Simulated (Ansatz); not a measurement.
This cell of ZnTe (zinc blende) is off equilibrium:

```xyz
2
Lattice="0.0000 3.1118 3.1118 3.1118 0.0000 3.1118 3.1118 3.1118 0.0000" Properties=species:S:1:pos:R:3 pbc="T T T"
Te     1.5559     1.5559     1.5559
Zn     0.0000     0.0000     0.0000
```

All values below come from PBEsol (plane waves to 420 eV, PAW, scalar-relativistic; Ansatz, an electronic-structure program). k mesh 10×10×10 (Γ-centred), Fermi-Dirac smearing 0.05 eV. E stands for the smeared free energy. Compression counts positive. Spin-orbit coupling is left out, though Te is heavy. ZnTe was relaxed with its symmetry unable to fall.

**Question.** Give the stress tensor in GPa and the pressure.

**Answer.** 
```
   -3.2      0.0      0.0
    0.0     -3.2      0.0
    0.0      0.0     -3.2
```
The pressure, a third of the trace, is -3.2 GPa.

**Question.** It is the relaxed cell scaled evenly to V/V₀ = 1.080, atoms relaxed where free. What is its energy relative to the relaxed cell?

**Answer.** 24.3 meV/atom.

(Under strain, the slope of the energy per volume gives the stress and its curvature an elastic modulus.)
